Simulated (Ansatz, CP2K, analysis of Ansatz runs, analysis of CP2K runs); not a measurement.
# N3VH centre in diamond: local vibrational mode, LDA (CP2K)

Subject: N3VH centre in diamond. Wanted: its local vibrational mode, in one set-up (LDA, SR-DZVP, 64-site cell, LDA lattice from Ansatz, k: the zone centre alone, start relaxed with Ansatz). The model is a cell of 64 host atoms with 1 site emptied, N put on another atom's site, N put on another atom's site, N put on another atom's site and H put in between. The frequencies come from force constants among the defect atom and its neighbours, with the masses of the isotopes named. A local or semilocal functional is the cheapest first rung.

Measured beforehand: C-H stretch, 1H: 3107 cm⁻¹, by FTIR absorption (quoted in “Hydrogen-related defects in diamond: A comparison between observed and calculated FTIR spectra”, 2024, M.C. Day et al., quoting earlier work (2014)). C-H bend, 1H: 1405 cm⁻¹, by FTIR absorption (quoted in “Hydrogen-related defects in diamond: A comparison between observed and calculated FTIR spectra”, 2024, M.C. Day et al., quoting earlier work (1991)).

Program: CP2K 2026.2. Level of theory: CP2K Gaussian and plane waves DFT, LDA, SR-DZVP basis, GTH potentials; relaxation of all atoms of a defect supercell. Results are calculated unless marked as measured.

**1. Starting point**

The cell holds 64 atoms: 60 C, 3 N and 1 H. Its edges and angles: a = 7.063 Å, b = 7.063 Å, c = 7.063 Å, α = 90.0°, β = 90.0°, γ = 90.0°. It derives from C (space group Fd-3m). Nearest the centre at fractional (0.375, 0.375, 0.375): H64 at 0.54 Å, C48 at 1.62 Å, N26 at 1.67 Å, N4 at 1.68 Å, N41 at 1.68 Å, C13 at 2.48 Å, C5 at 2.49 Å, C14 at 2.49 Å.

The host's primitive cell comes from a first run (plane-wave PAW DFT, LDA; relaxation of the host): vectors of 2.497, 2.497 and 2.497 Å. That is 5.51 Å³ an atom, 2.9 % under the diffraction cell's volume. The supercell is built on it.

This program's steps are dear, so the start below was first relaxed with Ansatz (plane-wave PAW DFT, LDA; 7.2 s).

**2. Relaxation, charge 0**

Every later number rests on the structure around the defect, so the atoms are relaxed at the host's lattice first.

defect.inp reads:

```
&GLOBAL
  PROJECT defect
  RUN_TYPE GEO_OPT
  PRINT_LEVEL LOW
&END GLOBAL
&FORCE_EVAL
  METHOD QS
  &DFT
    BASIS_SET_FILE_NAME BASIS_MOLOPT
    POTENTIAL_FILE_NAME GTH_POTENTIALS
    &MGRID
      CUTOFF 480
      REL_CUTOFF 60
      NGRIDS 5
    &END MGRID
    &QS
      METHOD GPW
      EPS_DEFAULT 1.0E-11
    &END QS
    &SCF
      SCF_GUESS ATOMIC
      EPS_SCF 1.0E-6
      MAX_SCF 40
      &OT ON
        MINIMIZER DIIS
        PRECONDITIONER FULL_ALL
        ENERGY_GAP 0.001
      &END OT
      &OUTER_SCF ON
        EPS_SCF 1.0E-6
        MAX_SCF 8
      &END OUTER_SCF
    &END SCF
    &XC
      &XC_FUNCTIONAL
        &LDA_X
        &END LDA_X
        &LDA_C_PW
        &END LDA_C_PW
      &END XC_FUNCTIONAL
    &END XC
    &PRINT
      &MULLIKEN ON
        &EACH
          QS_SCF 0
          GEO_OPT 0
          CELL_OPT 0
          MD 0
        &END EACH
        ADD_LAST NUMERIC
      &END MULLIKEN
      &MO_CUBES ON
        NHOMO 8
        NLUMO 5
        WRITE_CUBE F
        &EACH
          QS_SCF 0
          GEO_OPT 0
          CELL_OPT 0
          MD 0
        &END EACH
        ADD_LAST NUMERIC
      &END MO_CUBES
    &END PRINT
  &END DFT
  &SUBSYS
    &CELL
      A 7.0634696215 0.0000000000 0.0000000000
      B 0.0000000000 7.0634696215 0.0000000000
      C 0.0000000000 0.0000000000 7.0634696215
      PERIODIC XYZ
    &END CELL
    &COORD
      C   -0.0094899417 -0.0125769207 1.7677778296
      C   -0.0093052101 1.7630485045 -0.0100601301
      C   1.7661311257 -0.0123889531 -0.0100658026
      N   1.6820075633 1.6789266549 1.6797177664
      C   0.8921288231 0.8890460296 2.6089375780
      C   0.8886237239 2.6082198949 0.8873721597
      C   2.6113028410 0.8855439375 0.8873666838
      C   0.0039695889 0.0008901536 5.2936544154
      C   0.0223452205 1.7813043890 3.5132443615
      C   1.7843818515 0.0192594622 3.5132459550
      C   1.7843840442 1.7812966766 5.2752845323
      C   0.8865900339 0.8835081351 6.1658126600
      C   0.8921421869 2.6856129584 4.4054944242
      C   2.6886959159 0.8890532395 4.4054905985
      C   2.6490622411 2.6459729800 6.1800776976
      C   0.0186626604 3.5115358117 1.7830119046
      C   0.0002697409 5.2903287873 0.0042120990
      C   1.7742076615 3.5180790236 0.0110254728
      C   1.7742085639 5.2835237109 1.7764651899
      C   0.8886324199 4.4071712219 2.6863326419
      C   0.8799350277 6.1684522724 0.8873391946
      C   2.6592538764 4.4170096711 0.8775370382
      C   2.6490635555 6.1779425681 2.6485690232
      C   -0.0094798384 3.5267671603 5.3071163714
      C   -0.0093004950 5.3046028125 3.5315016143
      N   1.6820138435 3.6148331656 3.6156333900
      C   1.7661337822 5.3046103862 5.3069401469
      C   0.8799389688 4.4072027340 6.1895597955
      C   0.8865950269 6.1921978787 4.4110408052
      C   2.6113046775 4.4071799504 4.4090077336
      C   2.6484717117 6.1774876775 6.1805254571
      C   3.5146226910 0.0155799947 1.7830042928
      C   3.5211691649 1.7711236061 0.0110223420
      C   5.2934156805 -0.0028172734 0.0042128128
      C   5.2866089304 1.7711271986 1.7764659549
      C   4.4102645065 0.8855446616 2.6863234567
      C   4.4201063245 2.6561716336 0.8775296681
      C   6.1715359709 0.8768517027 0.8873449363
      C   6.1810228086 2.6459794694 2.6485734220
      C   3.5298529548 -0.0125741509 5.3071128746
      N   3.6179333058 1.6789229089 3.6156289142
      C   5.3076956276 -0.0123882360 3.5314973044
      C   5.3076960203 1.7630489725 5.3069411777
      C   4.4102856533 0.8768499869 6.1895607895
      C   4.4102662527 2.6082201894 4.4090093592
      C   6.1952811348 0.8835184851 4.4110353740
      C   6.1805801444 2.6453870675 6.1805262387
      C   3.5836672028 3.5805697537 1.7139763984
      C   3.5244860165 5.3013707010 -0.0068273792
      C   5.3044647859 3.5214009759 -0.0068337435
      C   5.3044609217 5.3013768342 1.7731487995
      C   4.4201030217 4.4170127842 2.6383764675
      C   4.4102054158 6.1867846819 0.8874259651
      C   6.1898719668 4.4071203665 0.8874290922
      C   6.1805779452 6.1774861975 2.6491658132
      C   3.5146216983 3.5115399169 5.2789659076
      C   3.5211680294 5.2835194975 3.5234223779
      C   5.2866032546 3.5180818409 3.5234290812
      C   5.2934171292 5.2903290961 5.2973605630
      C   4.4102054974 4.4071170106 6.1712251327
      C   4.4102892658 6.1684518332 4.4176924251
      C   6.1715398937 4.4072003382 4.4176964951
      C   6.1796527753 6.1765642980 6.1814446640
      H   2.9598624647 2.9567366002 2.3377927861
    &END COORD
    &KIND C
      BASIS_SET DZVP-MOLOPT-SR-GTH-q4
      POTENTIAL GTH-PADE-q4
    &END KIND
    &KIND N
      BASIS_SET DZVP-MOLOPT-SR-GTH-q5
      POTENTIAL GTH-PADE-q5
    &END KIND
    &KIND H
      BASIS_SET DZVP-MOLOPT-SR-GTH-q1
      POTENTIAL GTH-PADE-q1
    &END KIND
    &PRINT
      &ATOMIC_COORDINATES ON
      &END ATOMIC_COORDINATES
      &CELL ON
      &END CELL
    &END PRINT
  &END SUBSYS
  &PRINT
    &FORCES ON
    &END FORCES
  &END PRINT
&END FORCE_EVAL
&MOTION
  &GEO_OPT
    OPTIMIZER BFGS
    MAX_ITER 80
    MAX_FORCE [eV*angstrom^-1] 0.01
    RMS_FORCE [eV*angstrom^-1] 0.01
    MAX_DR 1.0E-2
    RMS_DR 1.0E-2
  &END GEO_OPT
  &PRINT
    &TRAJECTORY ON
    &END TRAJECTORY
    &CELL ON
    &END CELL
    &FORCES ON
    &END FORCES
    &RESTART OFF
    &END RESTART
    &RESTART_HISTORY OFF
    &END RESTART_HISTORY
  &END PRINT
&END MOTION
```

Launch:

```sh
$ OMP_NUM_THREADS=2 mpirun -n 2 cp2k.psmp -i defect.inp -o defect.out
```

Numbers of over 12 decimals in the logs are rounded to 6 here.

Log:

```text
cpgu6la/relax

 CP2K| version string:                                       CP2K version 2026.2
 CP2K| Input file name                                                defect.inp

 GLOBAL| Force Environment number                                              1
 GLOBAL| Basis set file name                                        BASIS_MOLOPT
 GLOBAL| Potential file name                                      GTH_POTENTIALS
 GLOBAL| MM Potential file name                                     MM_POTENTIAL
 GLOBAL| Coordinate file name                                      __STD_INPUT__
 GLOBAL| Method name                                                        CP2K
 GLOBAL| Project name                                                     defect
 GLOBAL| Run type                                                        GEO_OPT
 GLOBAL| FFT library                                                       FFTW3
 GLOBAL| Diagonalization library                                       ScaLAPACK
 GLOBAL| Cholesky decomposition library                                ScaLAPACK
 GLOBAL| DGEMM library                                                      BLAS
 GLOBAL| Direct generalized diagonalization requested                          F
 GLOBAL| Matrix multiplication library                                 ScaLAPACK
 GLOBAL| Global print level                                                  LOW
 GLOBAL| Total number of message passing processes                             2
 GLOBAL| Number of threads for this process                                    2
 GLOBAL| CPU model name                                 Intel(R) Xeon(R) 6975P-C

 CELL| Volume [angstrom^3]:                                           352.414886
 CELL| Vector a [angstrom]:       7.063     0.000     0.000   |a| =     7.063470
 CELL| Vector b [angstrom]:       0.000     7.063     0.000   |b| =     7.063470
 CELL| Vector c [angstrom]:       0.000     0.000     7.063   |c| =     7.063470
 CELL| Angle (b,c), alpha [degree]:                                    90.000000
 CELL| Angle (a,c), beta  [degree]:                                    90.000000
 CELL| Angle (a,b), gamma [degree]:                                    90.000000
 CELL| Numerically orthorhombic:                                             YES
 CELL| Periodicity                                                           XYZ

 CELL_REF| Volume [angstrom^3]:                                       352.414886
 CELL_REF| Vector a [angstrom     7.063     0.000     0.000   |a| =     7.063470
 CELL_REF| Vector b [angstrom     0.000     7.063     0.000   |b| =     7.063470
 CELL_REF| Vector c [angstrom     0.000     0.000     7.063   |c| =     7.063470
 CELL_REF| Angle (b,c), alpha [degree]:                                90.000000
 CELL_REF| Angle (a,c), beta  [degree]:                                90.000000
 CELL_REF| Angle (a,b), gamma [degree]:                                90.000000
 CELL_REF| Numerically orthorhombic:                                         YES
 CELL_REF| Periodicity                                                       XYZ

 GENERATE|  Preliminary Number of Bonds generated:                             0
 GENERATE|  Achieved consistency in connectivity generation.

 *******************************************************************************
 *******************************************************************************
 **            Copyright (C) by CP2K developers group (2000-2026)             **
 *******************************************************************************

 TOTAL NUMBERS AND MAXIMUM NUMBERS

  Total number of            - Atomic kinds:                                   3
                             - Atoms:                                         64
                             - Shell sets:                                    64
                             - Shells:                                       318
                             - Primitive Cartesian functions:                320
                             - Cartesian basis functions:                    887
                             - Spherical basis functions:                    824

  Maximum angular momentum of- Orbital basis functions:                        2
                             - Local part of the GTH pseudopotential:          2
                             - Non-local part of the GTH pseudopotential:      0

 MODULE QUICKSTEP: ATOMIC COORDINATES IN ANGSTROM

   Atom Kind Element         X             Y             Z       Z(eff)     Mass
      1    1 C     6     -0.009490     -0.012577      1.767778   4.0000  12.0107
      2    1 C     6     -0.009305      1.763049     -0.010060   4.0000  12.0107
      3    1 C     6      1.766131     -0.012389     -0.010066   4.0000  12.0107
      4    2 N     7      1.682008      1.678927      1.679718   5.0000  14.0067
      5    1 C     6      0.892129      0.889046      2.608938   4.0000  12.0107
      6    1 C     6      0.888624      2.608220      0.887372   4.0000  12.0107
      7    1 C     6      2.611303      0.885544      0.887367   4.0000  12.0107
      8    1 C     6      0.003970      0.000890      5.293654   4.0000  12.0107
      9    1 C     6      0.022345      1.781304      3.513244   4.0000  12.0107
[...]
OPT| RMS gradient is converged                                              YES
 OPT| **************************************************************************

 *******************************************************************************
 ***                    GEOMETRY OPTIMIZATION COMPLETED                      ***
 *******************************************************************************

 write_final_structure: Optimization converged, writing XYZ file gladly:
  defect-FINAL-1_5.xyz

 write_final_structure: Optimization converged, writing CIF file gladly:
  defect-FINAL-1_5.cif

 write_final_structure: Done!

                    Reevaluating energy at the minimum

 Extrapolation method: ASPC

 Number of electrons:                                                        256
 Number of occupied orbitals:                                                128
 Number of molecular orbitals:                                               128

 Number of orbital functions:                                                824
 Number of independent orbital functions:                                    824

 SCF WAVEFUNCTION OPTIMIZATION

  ----------------------------------- OT ---------------------------------------
  Minimizer      : DIIS                : direct inversion
                                         in the iterative subspace
                                         using   7 DIIS vectors
                                         safer DIIS on
  Preconditioner : FULL_ALL            : diagonalization, state selective
  Precond_solver : DEFAULT
  stepsize       :    0.15000000                  energy_gap     :    0.00100000
  eps_taylor     :   0.10000E-15                  max_taylor     :             4
  ----------------------------------- OT ---------------------------------------

  Step     Update method      Time    Convergence         Total energy    Change
  ------------------------------------------------------------------------------
     1 OT DIIS     0.15E+00    1.7     0.00004638      -372.9271961636 -3.73E+02
     2 OT DIIS     0.15E+00    3.1     0.00002307      -372.9272178940 -2.17E-05
     3 OT DIIS     0.15E+00    3.5     0.00002174      -372.9272207144 -2.82E-06
     4 OT DIIS     0.15E+00    2.9     0.00000318      -372.9272227022 -1.99E-06
     5 OT DIIS     0.15E+00    2.8     0.00000051      -372.9272227422 -4.00E-08

  *** SCF run converged in     5 steps ***

  Electronic density on regular grids:       -256.0000000000        0.0000000000
  Core density on regular grids:              255.9999999977       -0.0000000023
  Total charge density on r-space grids:       -0.0000000023
  Total charge density g-space grids:          -0.0000000023

  Overlap energy of the core charge distribution:               3.82579e-06
  Self energy of the core charge distribution:               -850.913001
  Core Hamiltonian energy:                                    274.925850
  Hartree energy:                                             317.948442
  Exchange-correlation energy:                               -114.888517

  Total energy:                                              -372.927223

  outer SCF iter =    1 RMS gradient =   0.51E-06 energy =       -372.9272227422
  outer SCF loop converged in   1 iterations or    5 steps

 !-----------------------------------------------------------------------------!
                     Mulliken Population Analysis

 #  Atom  Element  Kind  Atomic population                           Net charge
       1     C        1          4.004969                             -0.004969
       2     C        1          4.004043                             -0.004043
       3     C        1          4.004043                             -0.004043
       4     N        2          5.036739                             -0.036739
       5     C        1          3.984021                              0.015979
       6     C        1          3.981013                              0.018987
       7     C        1          3.981007                              0.018993
       8     C        1          3.999105                              0.000895
       9     C        1          4.012406                             -0.012406
      10     C        1          4.012405                             -0.012405
[...]
60     C        1          3.991642                              0.008358
      61     C        1          3.996717                              0.003283
      62     C        1          3.996716                              0.003284
      63     C        1          3.994438                              0.005562
      64     H        3          0.879415                              0.120585
 # Total charge                            256.000000                 -0.000000

 !-----------------------------------------------------------------------------!

  Eigenvalues of the occupied subspace spin            1
 ---------------------------------------------
      -0.39533558     -0.33526193     -0.33525851     -0.31783923
      -0.30358441     -0.30358393     -0.29441180     -0.25800513
      -0.25800482     -0.23539405     -0.22225061     -0.22225039
      -0.22167489     -0.22074846     -0.22074800     -0.21744121
      -0.21497142     -0.21497131     -0.20192514     -0.17572478
      -0.17537592     -0.17537511     -0.16145032     -0.09335344
      -0.09211467     -0.09211435     -0.08847650     -0.08295131
      -0.08295088     -0.06650762     -0.06650748     -0.05924725
      -0.05144708     -0.04444383     -0.04444266     -0.03966543
      -0.03472112     -0.03472060     -0.03047339     -0.02981127
[...]
0.29854385      0.29854451      0.30263962      0.30264066
       0.30267118      0.30367868      0.30367996      0.30582424
       0.30668630      0.30668686      0.36584381      0.37118883
       0.37118901      0.41633038      0.42763868      0.42763999
 Fermi Energy [eV] :   11.636676

  Using OT eigensolver for additional unoccupied orbitals spin            1
  Lowest Eigenvalues of the unoccupied subspace spin            1
 -----------------------------------------------------
 OT| Eigensolver reached convergence in 271 iterations
       0.57086087      0.57578049      0.57578100      0.58590088
       0.58591795

 HOMO - LUMO gap [eV] :    3.897238

 ENERGY| Total FORCE_EVAL ( QS ) energy [hartree]           -372.927223
```

Elapsed: 5.4 min, on 4 threads of Intel Xeon 6975P-C (Granite Rapids), shared host; peak memory 0.92 GiB.

No atom moved by 0.005 Å in the relaxation.

Neighbours of the ideal centre at the end:

```csv
atom,distance (Å)
H64,0.538
C48,1.617
N26,1.670
N4,1.673
N41,1.673
C13,2.486
C5,2.488
C14,2.488
C20,2.490
C30,2.490
C6,2.492
C45,2.492
C7,2.494
C36,2.494
C22,2.503
C52,2.503
```

Neighbours of the added atoms: H64: C48 1.08, N41 1.92, N4 1.92 Å.

Numbers from this step:

```
gap at gamma of supercell : 3.897 eV
```

(Part 1 of 2 ends here.)

[Logs are printed without paths, hosts, clocks, repeated set-up lines and the standing remarks that a program may print on its own settings, such as how far it seeks lower states.]

[Hosts, paths, dates, database ids (printed as entryN), source tags and the programs' standing remarks are cut or masked in the printed files.]

[For some hosts the program warned that the k-mesh of the response run may be too coarse for force constants and the static dielectric constant; such warnings are not shown here.]
